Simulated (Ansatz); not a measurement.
Method: DFT r2SCAN, scalar-relativistic, plane waves, PAW (Ansatz 0.2.0). All cells share a 500 eV cutoff and Γ-centred k meshes spaced at most 0.3 Å⁻¹ (0.19 for metals, 2π included).

These are static lattice energies at zero pressure. Larger cells and other orderings weren't all tried, so the list isn't exhaustive. For metals, differences of a few meV/atom aren't resolved. Spin–orbit coupling is left out. No run is spin-polarised.

(1) Which of these relaxed structures of SbPt is the lowest in energy?
A.

```xyz
2
Lattice="3.3976 0.0000 0.0000 0.0000 3.3976 0.0000 0.0000 0.0000 3.3976" Properties=species:S:1:pos:R:3 pbc="T T T"
Sb    0.0000    0.0000    0.0000
Pt    1.6988    1.6988    1.6988
```

B.

```xyz
4
Lattice="4.1815 0.0000 0.0000 -2.0907 3.6213 0.0000 0.0000 0.0000 5.5192" Properties=species:S:1:pos:R:3 pbc="T T T"
Sb    0.0000    2.4142    1.3798
Sb    2.0907    1.2071    4.1394
Pt    0.0000    0.0000    0.0000
Pt    0.0000    0.0000    2.7596
```

## Answers

(1) B. The P6_3/mmc (No. 194) one; the other lies 443 meV/atom higher.